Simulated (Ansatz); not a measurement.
Molecular dynamics of H20CO12

The input (input.yaml):

```yaml
crystal:
  lattice:
    - [7.15309, 0.0, 0.0]
    - [0.0, 7.15309, 0.0]
    - [0.0, 0.0, 7.15309]
  atoms:
    - { symbol: O, position: [0.36523173, 0.09380195, 0.49674354] }
    - { symbol: H, position: [0.48987043, 0.03528644, 0.52862664] }
    - { symbol: H, position: [0.39457902, 0.1912459, 0.40757316] }
    - { symbol: O, position: [0.91898557, 0.63452888, 0.03168427] }
    - { symbol: H, position: [0.98450358, 0.53594587, -0.03901219] }
    - { symbol: H, position: [0.86315774, 0.58005795, 0.1361981] }
    - { symbol: O, position: [0.75989534, 0.41769822, 0.40567346] }
    - { symbol: H, position: [0.66647006, 0.37581001, 0.31784658] }
    - { symbol: H, position: [0.69748465, 0.46025433, 0.50512204] }
    - { symbol: O, position: [1.03352982, 0.88629786, 0.32448651] }
    - { symbol: H, position: [1.12841717, 0.96827216, 0.37797432] }
    - { symbol: H, position: [0.99875729, 0.9537313, 0.2165568] }
    - { symbol: O, position: [0.40524212, 0.38963202, 0.24916419] }
    - { symbol: H, position: [0.34462683, 0.33491136, 0.14281291] }
    - { symbol: H, position: [0.39568096, 0.53069057, 0.22406723] }
    - { symbol: O, position: [0.44503605, 0.55545, 0.78652349] }
    - { symbol: H, position: [0.34147904, 0.53613688, 0.7015124] }
    - { symbol: H, position: [0.53607197, 0.64182913, 0.73031852] }
    - { symbol: O, position: [0.25506192, 0.13558843, 0.92264093] }
    - { symbol: H, position: [0.25498869, 0.00268984, 0.96595697] }
    - { symbol: H, position: [0.3069757, 0.10867584, 0.79757874] }
    - { symbol: O, position: [0.30935801, 0.74083339, 0.13478361] }
    - { symbol: H, position: [0.3077876, 0.68953131, 0.01238417] }
    - { symbol: H, position: [0.18586341, 0.73709927, 0.18659769] }
    - { symbol: O, position: [0.75878414, 0.78811259, 0.64483073] }
    - { symbol: H, position: [0.83047778, 0.76762655, 0.53096745] }
    - { symbol: H, position: [0.82416057, 0.71792884, 0.736187] }
    - { symbol: O, position: [0.07999683, 0.46140229, 0.66212348] }
    - { symbol: H, position: [-0.01084964, 0.43282745, 0.55871436] }
    - { symbol: H, position: [0.14342804, 0.34725849, 0.65971224] }
    - { symbol: C, position: [0.7316776, 0.12594959, 0.88757316] }
    - { symbol: O, position: [0.79936308, 0.06734681, 1.02776732] }
    - { symbol: O, position: [0.6677886, 0.17383198, 0.74779369] }
basis:
  ecutwfc: 420.0
kpoints:
  mp_grid: { grid: [1, 1, 1] }
hamiltonian:
  xc: pbe
scf:
  occupations: { method: fermi_dirac, width: 0.02 }
  lower_state_search: "off"
md:
  timestep: 0.5
  n_steps: 400
  ensemble: nvt_langevin
  temperature: 350.0
  initial_velocities: maxwell_boltzmann
  seed: 954083
  friction: 0.02
```

Command:

```bash
$ ansatz run input.yaml --threads 1 --pin off --max-ram 3072MiB --backend cpu --events-out ev --progress --plain --runs-dir out
```

It goes on from the last frame of an earlier run, with new velocities.

Output, in part (step lines):

```
md step     0: t =     0.00 fs  T =   339.4 K  F+E_penalty+E_count = -7379.62369526 eV  E_kin = 1.447712 eV  (9 SCF iters)
md step     1: t =     0.50 fs  T =   366.4 K  F+E_penalty+E_count = -7379.71585077 eV  E_kin = 1.562997 eV  (8 SCF iters)
md step     2: t =     1.00 fs  T =   390.7 K  F+E_penalty+E_count = -7379.77936300 eV  E_kin = 1.666351 eV  (9 SCF iters)
md step     3: t =     1.50 fs  T =   393.7 K  F+E_penalty+E_count = -7379.76894133 eV  E_kin = 1.679355 eV  (8 SCF iters)
md step     4: t =     2.00 fs  T =   385.5 K  F+E_penalty+E_count = -7379.67804900 eV  E_kin = 1.644510 eV  (8 SCF iters)
md step     5: t =     2.50 fs  T =   353.2 K  F+E_penalty+E_count = -7379.55140802 eV  E_kin = 1.506677 eV  (7 SCF iters)
md step     6: t =     3.00 fs  T =   329.4 K  F+E_penalty+E_count = -7379.43949615 eV  E_kin = 1.405105 eV  (6 SCF iters)
md step     7: t =     3.50 fs  T =   320.7 K  F+E_penalty+E_count = -7379.37765129 eV  E_kin = 1.368145 eV  (6 SCF iters)
[... lines left out ...]
md step   400: t =   200.00 fs  T =   390.2 K  F+E_penalty+E_count = -7380.00986597 eV  E_kin = 1.664324 eV  (8 SCF iters)
```

The steps, from the saved trajectory:

```csv
time (fs),T (K),potential energy less start (eV)
0.0,339,0.000
6.5,388,-0.031
13.0,296,0.458
19.5,424,0.086
26.0,394,0.257
32.5,401,0.399
39.0,451,0.093
45.5,510,-0.213
52.0,389,0.220
58.5,357,0.255
65.0,336,0.459
71.5,432,0.072
78.0,408,0.022
84.5,445,-0.096
91.0,456,-0.423
97.5,365,-0.167
104.0,362,-0.400
110.5,418,-0.769
117.0,284,-0.167
123.5,297,-0.251
130.0,367,-0.411
136.5,328,-0.313
143.0,471,-0.674
149.5,390,-0.335
156.0,305,-0.034
162.5,389,-0.182
169.0,397,-0.322
175.5,375,-0.445
182.0,407,-0.402
188.5,371,-0.341
195.0,331,-0.144
```

All steps were run. A run of 0.2 ps of so small a system gives no equilibrium averages. Limits of this set-up: coarse k mesh.

Mean squared displacements from the first frame to the last, about the centre of mass: O 0.27 Å², H 0.33 Å², C 0.05 Å².

Last frame:

```xyz
33
Lattice="7.1531 0.0000 0.0000 0.0000 7.1531 0.0000 0.0000 0.0000 7.1531" Properties=species:S:1:pos:R:3
O 2.113 0.943 3.466
H 3.047 0.750 3.665
H 2.253 1.788 2.814
O 6.673 4.348 0.136
H 6.859 3.787 -0.585
H 6.543 3.904 1.054
O 5.701 3.406 2.579
H 4.932 3.173 2.048
H 5.381 4.130 3.152
O 7.066 6.844 2.480
H 7.969 7.051 2.793
H 7.167 6.727 1.558
O 2.885 2.922 1.750
H 2.444 2.290 1.148
H 2.493 3.780 1.673
O 2.799 4.026 5.377
H 2.237 3.545 4.789
H 3.622 4.136 4.869
O 2.053 0.987 7.196
H 2.206 0.035 7.416
H 2.580 1.246 6.402
O 2.107 5.374 0.613
H 2.313 4.989 -0.284
H 1.083 5.223 0.611
O 5.444 5.585 4.208
H 6.199 6.156 3.707
H 5.548 5.566 5.207
O 0.017 2.703 4.901
H -0.389 2.924 4.011
H 0.567 1.905 4.787
C 5.118 0.948 6.001
O 5.987 0.594 6.655
O 4.254 1.366 5.330
```

Run time: 11 min on 1 thread of Arm Neoverse V2, on a shared host, peak memory 0.44 GiB.
